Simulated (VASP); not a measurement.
# MgO: convergence, surface energy

MgO, slab, 18 atoms in the cell. PBE; PAW potentials Mg, O (PBE set). VASP 6.6.1.

Wanted: surface energy within 0.02 J/m²; top spacing change within 0.8 % of the bulk spacing; face levels within 0.05 eV.

Crystal: MgO, Fm-3m; Vacuum (Å): 12; k-point spacing in the plane (1/Å): 0.35; Face: (1 1 0).

Face levels: vacuum level at each face, counted from the middle of the gap.

The series start from free planes on each face: 2; EDIFFG: -0.02; SCF threshold EDIFF (eV): 1e-6; ionic algorithm: IBRION 2; LREAL: .FALSE.; Cutoff ENCUT (eV): 525; atomic planes: 7. Each series keeps the choices made before it, and each single choice may use up half of a tolerance. Times cover all steps of a run.

## Free planes on each face

| Free planes on each face | Surface energy (J/m²) | Top spacing change (% of the bulk spacing) | Face levels, largest deviation (eV) | Time (s) |
|---|---|---|---|---|
| 1 | 2.215 | -7.84 | 0.097 | 325 |
| 2 | 2.178 | -8.95 | 0.020 | 214 |
| 3 | 2.175 | -9.07 | 0.000 | 297 |
| 9 (reference) | 2.175 | -9.07 | 0.000 | 291 |

Chosen: 2, the loosest value from which every tighter one stays within half of the tolerance.

## EDIFFG

| EDIFFG | Surface energy (J/m²) | Top spacing change (% of the bulk spacing) | Face levels, largest deviation (eV) | Time (s) |
|---|---|---|---|---|
| -0.1 | 2.179 | -8.96 | 0.011 | 159 |
| -0.05 | 2.179 | -8.90 | 0.004 | 184 |
| -0.02 | 2.178 | -8.95 | 0.006 | 214 |
| -0.01 | 2.178 | -8.99 | 0.000 | 245 |
| -0.005 (reference) | 2.178 | -8.99 | 0.000 | 257 |

Chosen: -0.1.

## SCF threshold EDIFF (eV)

| SCF threshold EDIFF (eV) | Surface energy (J/m²) | Top spacing change (% of the bulk spacing) | Face levels, largest deviation (eV) | Time (s) |
|---|---|---|---|---|
| 0.0001 | 2.179 | -8.88 | 0.019 | 134 |
| 1e-5 | 2.179 | -8.95 | 0.001 | 141 |
| 1e-6 | 2.179 | -8.96 | 0.000 | 159 |
| 1e-7 (reference) | 2.179 | -8.96 | 0.000 | 194 |

Chosen: 0.0001.

## Ionic algorithm

| Ionic algorithm | Surface energy (J/m²) | Top spacing change (% of the bulk spacing) | Face levels, largest deviation (eV) | Time (s) |
|---|---|---|---|---|
| IBRION 2 | 2.179 | -8.88 | 0.000 | 134 |
| IBRION 1 | 2.179 | -8.75 | 0.067 | 117 |
| IBRION 1, MAXMIX 40 | 2.179 | -9.29 | 0.020 | 107 |
| IBRION 2, POTIM 0.2 | 2.179 | -8.82 | 0.033 | 127 |
| IBRION 3 | 2.179 | -8.62 | 0.008 | 170 |

Chosen: IBRION 2; no other choice that stays within half of the tolerance saves 30 % of the time.

## LREAL

| LREAL | Surface energy (J/m²) | Top spacing change (% of the bulk spacing) | Face levels, largest deviation (eV) | Time (s) |
|---|---|---|---|---|
| .FALSE. | 2.179 | -8.88 | 0.000 | 134 |
| Auto | 2.179 | -8.89 | 0.001 | 133 |

Chosen: .FALSE..

## Cutoff ENCUT (eV)

| Cutoff ENCUT (eV) | Surface energy (J/m²) | Top spacing change (% of the bulk spacing) | Face levels, largest deviation (eV) | Time (s) |
|---|---|---|---|---|
| 400 | 2.182 | -8.93 | 0.026 | 75 |
| 460 | 2.179 | -8.88 | 0.001 | 98 |
| 525 | 2.179 | -8.88 | 0.000 | 134 |
| 600 (reference) | 2.180 | -8.89 | 0.000 | 141 |

Chosen: 460.

## Atomic planes

| Atomic planes | Surface energy (J/m²) | Top spacing change (% of the bulk spacing) | Face levels, largest deviation (eV) | Time (s) |
|---|---|---|---|---|
| 5 | 2.196 | -8.33 | 0.069 | 75 |
| 7 | 2.179 | -8.88 | 0.045 | 98 |
| 9 (reference) | 2.178 | -8.89 | 0.000 | 164 |

Chosen: 9; the next looser run is off by more than half of the tolerance, so convergence isn't shown beyond this value.

## All choices together

| Input | Surface energy (J/m²) | Top spacing change (% of the bulk spacing) | Face levels, largest deviation (eV) | Time (s) |
|---|---|---|---|---|
| program defaults, 7 A of vacuum, k spacing 0.5 1/A (naive) | 2.187 | -9.07 | 0.065 | 29 |
| chosen settings | 2.177 | -9.18 | 0.023 | 181 |
| reference settings throughout | 2.173 | -9.17 | 0.000 | 1063 |

The chosen settings stay within the tolerance of the reference run, but the reference itself isn't shown to be converged in: atomic planes.

Values of the reference run: Face levels: 3.609, 3.609 eV.

2 cheaper combinations failed this check first and made the worst setting one step tighter.

## The input

INCAR.step1:
```
PREC = Accurate
ENCUT = 460
EDIFF = 1E-5
ISMEAR = 0
SIGMA = 0.05
LREAL = False
LASPH = True
ALGO = Normal
NELM = 120
LWAVE = False
LCHARG = False
GGA = PE
KPAR = 4
```

INCAR.step3, as INCAR.step1 but for:
```
+ LVHAR = True
+ LVACPOTAV = True
+ LDIPOL = True
+ IDIPOL = 3
+ DIPOL = 0.5 0.5 0.5
+ AMIN = 0.01
+ IBRION = 2
+ NSW = 80
+ EDIFFG = -0.1
+ ISIF = 2
```

KPOINTS.step1:
```
Automatic mesh
0
Gamma
  6 5 35
  0 0 0
```

KPOINTS.step2:
```
Automatic mesh
0
Gamma
  6 5 1
  0 0 0
```

POSCAR.step1:
```
MgO
1.0
    3.0016855190      0.0000000000      0.0000000000
    0.0000000000      4.2450243709      0.0000000000
    1.5008427594      2.1225121855      1.5008427594
Mg O
1 1
Direct
    0.0000000000      0.0000000000      0.0000000000
    0.0000000000      0.5000000000      0.0000000000
```

POSCAR.step2:
```
MgO
1.0
    3.0016855190      0.0000000000      0.0000000000
    0.0000000000      4.2450243709      0.0000000000
    0.0000000000      0.0000000000     24.0067420768
Mg O
9 9
Direct
    0.2500000000      0.2500000000      0.2499297898
    0.7500000000      0.7500000000      0.3124473423
    0.2500000000      0.2500000000      0.3749648949
    0.7499999999      0.7500000000      0.4374824474
    0.2499999999      0.2500000000      0.5000000000
    0.7499999999      0.7500000000      0.5625175526
    0.2499999999      0.2500000000      0.6250351051
    0.7499999999      0.7500000000      0.6875526577
    0.2499999999      0.2500000000      0.7500702102
    0.2500000000      0.7500000000      0.2499297898
    0.7500000000      0.2500000000      0.3124473423
    0.2500000000      0.7500000000      0.3749648949
    0.7499999999      0.2500000000      0.4374824474
    0.2499999999      0.7500000000      0.5000000000
    0.7499999999      0.2500000000      0.5625175526
    0.2499999999      0.7500000000      0.6250351051
    0.7499999999      0.2500000000      0.6875526577
    0.2499999999      0.7500000000      0.7500702102
```

POSCAR.step3:
```
MgO
1.0
    3.0016855190      0.0000000000      0.0000000000
    0.0000000000      4.2450243709      0.0000000000
    0.0000000000      0.0000000000     24.0067420768
Mg O
9 9
Selective dynamics
Direct
    0.2500000000      0.2500000000      0.2499297898  T T T
    0.7500000000      0.7500000000      0.3124473423  T T T
    0.2500000000      0.2500000000      0.3749648949  T T T
    0.7499999999      0.7500000000      0.4374824474  F F F
    0.2499999999      0.2500000000      0.5000000000  F F F
    0.7499999999      0.7500000000      0.5625175526  F F F
    0.2499999999      0.2500000000      0.6250351051  T T T
    0.7499999999      0.7500000000      0.6875526577  T T T
    0.2499999999      0.2500000000      0.7500702102  T T T
    0.2500000000      0.7500000000      0.2499297898  T T T
    0.7500000000      0.2500000000      0.3124473423  T T T
    0.2500000000      0.7500000000      0.3749648949  T T T
    0.7499999999      0.2500000000      0.4374824474  F F F
    0.2499999999      0.7500000000      0.5000000000  F F F
    0.7499999999      0.2500000000      0.5625175526  F F F
    0.2499999999      0.7500000000      0.6250351051  T T T
    0.7499999999      0.2500000000      0.6875526577  T T T
    0.2499999999      0.7500000000      0.7500702102  T T T
```

Commands (each step's output is kept before the next begins):
```
cat potpaw_PBE.64/Mg/POTCAR potpaw_PBE.64/O/POTCAR > POTCAR
cp INCAR.step1 INCAR
cp KPOINTS.step1 KPOINTS
cp POSCAR.step1 POSCAR
mpirun -np 4 vasp_std > vasp.out
rm WAVECAR CHG
cp KPOINTS.step2 KPOINTS
cp POSCAR.step2 POSCAR
mpirun -np 4 vasp_std > vasp.out
rm WAVECAR CHG
cp INCAR.step3 INCAR
cp POSCAR.step3 POSCAR
mpirun -np 4 vasp_std > vasp.out
```

Limits: The face is cut as in the bulk; no reconstruction is tried.

The chosen input took VASP 6.6.1 181 s on 4 cores (Intel Xeon 6975P-C (Granite Rapids)), a shared host.

## An input that fails: ionic steps asked for in every step of the chain, without IBRION and POTIM

VASP's message: Fatal error! IBRION=0, but no entry for POTIM on file INCAR. MUST be specified!.

k-point spacing in the plane (1/Å): 0.35 becomes 0.9.

Changes against the starting input:
```
- ISMEAR = 0
+ ISMEAR = -5
+ NSW = 30
```
